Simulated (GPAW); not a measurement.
Write an ASE script for GPAW 26.7.0 that does the following.

| Quantity | Value |
| --- | --- |
| Task | single point |
| Functional | LDA |
| Potentials or basis | the program's PAW data sets (release 1.2.1) made for this functional |
| Cutoff | 600 eV |
| Basis | pw |
| k mesh | 7 × 7 × 7 |
| Occupations | fermi-dirac, width 0.05 eV |
| Spin | no spin polarisation |
| Hubbard terms | Zr d U = 1 eV |
| Maxiter | 120 |
| Convergence | default |

The structure of ZrO2 lies in ZrO2.cif:

```cif
data_ZrO2
_cell_length_a 5.09014541
_cell_length_b 5.09014541
_cell_length_c 5.09014541
_cell_angle_alpha 90.00000000
_cell_angle_beta 90.00000000
_cell_angle_gamma 90.00000000
_space_group_name_H-M_alt 'Fm-3m'
_space_group_name_Hall '-F 4 2 3'
_space_group_IT_number 225
loop_
_space_group_symop_operation_xyz
'x,y,z'
'-x,-y,-z'
'-y,x,z'
'y,-x,-z'
'-x,-y,z'
'x,y,-z'
'y,-x,z'
'-y,x,-z'
'x,-y,-z'
'-x,y,z'
'-y,-x,-z'
'y,x,z'
'-x,y,-z'
'x,-y,z'
'y,x,-z'
'-y,-x,z'
'z,x,y'
'-z,-x,-y'
'z,-y,x'
'-z,y,-x'
'z,-x,-y'
'-z,x,y'
'z,y,-x'
'-z,-y,x'
'-z,x,-y'
'z,-x,y'
'-z,-y,-x'
'z,y,x'
'-z,-x,y'
'z,x,-y'
'-z,y,x'
'z,-y,-x'
'y,z,x'
'-y,-z,-x'
'x,z,-y'
'-x,-z,y'
'-y,z,-x'
'y,-z,x'
'-x,z,y'
'x,-z,-y'
'-y,-z,x'
'y,z,-x'
'-x,-z,-y'
'x,z,y'
'y,-z,-x'
'-y,z,x'
'x,-z,y'
'-x,z,-y'
'x,y+1/2,z+1/2'
'-x,-y+1/2,-z+1/2'
'-y,x+1/2,z+1/2'
'y,-x+1/2,-z+1/2'
'-x,-y+1/2,z+1/2'
'x,y+1/2,-z+1/2'
'y,-x+1/2,z+1/2'
'-y,x+1/2,-z+1/2'
'x,-y+1/2,-z+1/2'
'-x,y+1/2,z+1/2'
'-y,-x+1/2,-z+1/2'
'y,x+1/2,z+1/2'
'-x,y+1/2,-z+1/2'
'x,-y+1/2,z+1/2'
'y,x+1/2,-z+1/2'
'-y,-x+1/2,z+1/2'
'z,x+1/2,y+1/2'
'-z,-x+1/2,-y+1/2'
'z,-y+1/2,x+1/2'
'-z,y+1/2,-x+1/2'
'z,-x+1/2,-y+1/2'
'-z,x+1/2,y+1/2'
'z,y+1/2,-x+1/2'
'-z,-y+1/2,x+1/2'
'-z,x+1/2,-y+1/2'
'z,-x+1/2,y+1/2'
'-z,-y+1/2,-x+1/2'
'z,y+1/2,x+1/2'
'-z,-x+1/2,y+1/2'
'z,x+1/2,-y+1/2'
'-z,y+1/2,x+1/2'
'z,-y+1/2,-x+1/2'
'y,z+1/2,x+1/2'
'-y,-z+1/2,-x+1/2'
'x,z+1/2,-y+1/2'
'-x,-z+1/2,y+1/2'
'-y,z+1/2,-x+1/2'
'y,-z+1/2,x+1/2'
'-x,z+1/2,y+1/2'
'x,-z+1/2,-y+1/2'
'-y,-z+1/2,x+1/2'
'y,z+1/2,-x+1/2'
'-x,-z+1/2,-y+1/2'
'x,z+1/2,y+1/2'
'y,-z+1/2,-x+1/2'
'-y,z+1/2,x+1/2'
'x,-z+1/2,y+1/2'
'-x,z+1/2,-y+1/2'
'x+1/2,y,z+1/2'
'-x+1/2,-y,-z+1/2'
'-y+1/2,x,z+1/2'
'y+1/2,-x,-z+1/2'
'-x+1/2,-y,z+1/2'
'x+1/2,y,-z+1/2'
'y+1/2,-x,z+1/2'
'-y+1/2,x,-z+1/2'
'x+1/2,-y,-z+1/2'
'-x+1/2,y,z+1/2'
'-y+1/2,-x,-z+1/2'
'y+1/2,x,z+1/2'
'-x+1/2,y,-z+1/2'
'x+1/2,-y,z+1/2'
'y+1/2,x,-z+1/2'
'-y+1/2,-x,z+1/2'
'z+1/2,x,y+1/2'
'-z+1/2,-x,-y+1/2'
'z+1/2,-y,x+1/2'
'-z+1/2,y,-x+1/2'
'z+1/2,-x,-y+1/2'
'-z+1/2,x,y+1/2'
'z+1/2,y,-x+1/2'
'-z+1/2,-y,x+1/2'
'-z+1/2,x,-y+1/2'
'z+1/2,-x,y+1/2'
'-z+1/2,-y,-x+1/2'
'z+1/2,y,x+1/2'
'-z+1/2,-x,y+1/2'
'z+1/2,x,-y+1/2'
'-z+1/2,y,x+1/2'
'z+1/2,-y,-x+1/2'
'y+1/2,z,x+1/2'
'-y+1/2,-z,-x+1/2'
'x+1/2,z,-y+1/2'
'-x+1/2,-z,y+1/2'
'-y+1/2,z,-x+1/2'
'y+1/2,-z,x+1/2'
'-x+1/2,z,y+1/2'
'x+1/2,-z,-y+1/2'
'-y+1/2,-z,x+1/2'
'y+1/2,z,-x+1/2'
'-x+1/2,-z,-y+1/2'
'x+1/2,z,y+1/2'
'y+1/2,-z,-x+1/2'
'-y+1/2,z,x+1/2'
'x+1/2,-z,y+1/2'
'-x+1/2,z,-y+1/2'
'x+1/2,y+1/2,z'
'-x+1/2,-y+1/2,-z'
'-y+1/2,x+1/2,z'
'y+1/2,-x+1/2,-z'
'-x+1/2,-y+1/2,z'
'x+1/2,y+1/2,-z'
'y+1/2,-x+1/2,z'
'-y+1/2,x+1/2,-z'
'x+1/2,-y+1/2,-z'
'-x+1/2,y+1/2,z'
'-y+1/2,-x+1/2,-z'
'y+1/2,x+1/2,z'
'-x+1/2,y+1/2,-z'
'x+1/2,-y+1/2,z'
'y+1/2,x+1/2,-z'
'-y+1/2,-x+1/2,z'
'z+1/2,x+1/2,y'
'-z+1/2,-x+1/2,-y'
'z+1/2,-y+1/2,x'
'-z+1/2,y+1/2,-x'
'z+1/2,-x+1/2,-y'
'-z+1/2,x+1/2,y'
'z+1/2,y+1/2,-x'
'-z+1/2,-y+1/2,x'
'-z+1/2,x+1/2,-y'
'z+1/2,-x+1/2,y'
'-z+1/2,-y+1/2,-x'
'z+1/2,y+1/2,x'
'-z+1/2,-x+1/2,y'
'z+1/2,x+1/2,-y'
'-z+1/2,y+1/2,x'
'z+1/2,-y+1/2,-x'
'y+1/2,z+1/2,x'
'-y+1/2,-z+1/2,-x'
'x+1/2,z+1/2,-y'
'-x+1/2,-z+1/2,y'
'-y+1/2,z+1/2,-x'
'y+1/2,-z+1/2,x'
'-x+1/2,z+1/2,y'
'x+1/2,-z+1/2,-y'
'-y+1/2,-z+1/2,x'
'y+1/2,z+1/2,-x'
'-x+1/2,-z+1/2,-y'
'x+1/2,z+1/2,y'
'y+1/2,-z+1/2,-x'
'-y+1/2,z+1/2,x'
'x+1/2,-z+1/2,y'
'-x+1/2,z+1/2,-y'
loop_
_atom_site_label
_atom_site_type_symbol
_atom_site_symmetry_multiplicity
_atom_site_Wyckoff_symbol
_atom_site_fract_x
_atom_site_fract_y
_atom_site_fract_z
_atom_site_occupancy
Zr1 Zr 4 a 0.0000000000 0.0000000000 0.0000000000 1
O1 O 8 c 0.2500000000 0.2500000000 0.7500000000 1
```

Measurements of this composition are mostly on another form, of space group No. 14.

One way to write it, as run:

run.py

```python
import spglib
from ase import Atoms
from ase.dft.bandgap import bandgap
from ase.io import read, write
from ase.units import GPa
from gpaw import GPAW, PW

atoms = read('ZrO2.cif')
cell, positions, numbers = spglib.find_primitive(
    (atoms.cell[:], atoms.get_scaled_positions(), atoms.numbers), symprec=1e-4)
atoms = Atoms(numbers, cell=cell, scaled_positions=positions, pbc=True)

calc = GPAW(mode=PW(600),
            xc='LDA',
            kpts={'size': (7, 7, 7), 'gamma': True},
            occupations={'name': 'fermi-dirac', 'width': 0.05},
            setups={'Zr': ':d,1.0'},
            nbands=24,
            maxiter=120,
            txt='gpaw.txt')
atoms.calc = calc
energy = atoms.get_potential_energy()
forces = atoms.get_forces()
stress = atoms.get_stress()
calc.write('gs.gpw')
write('result.traj', atoms)
print(f'Energy: {energy:.6f} eV')
print('Forces (eV/A):')
print(forces.round(4))
print('Stress (GPa):', (stress / GPa).round(3))
print('Fermi level:', round(calc.get_fermi_level(), 4), 'eV')
print(f'Gap: {bandgap(calc)[0]:.4f} eV, direct: {bandgap(calc, direct=True)[0]:.4f} eV')
```

Potentials or basis: the program's PAW data sets (release 1.2.1) made for this functional, pw.

Run with:

```sh
$ OMP_NUM_THREADS=1 python run.py
```

It gave:

```
Pressure               : -15.9 GPa
Band gap on the k mesh : 3.65 eV, indirect (least direct gap 4.09 eV)
```

Caveat: the cutoff is short for stress and forces, so pressures can be off by a GPa or more; an odd mesh through Γ misses points on the zone boundary, where band edges often lie.

Run time: 15 s on 1 thread of Arm Neoverse V1 (shared host), peak memory 0.15 GiB.
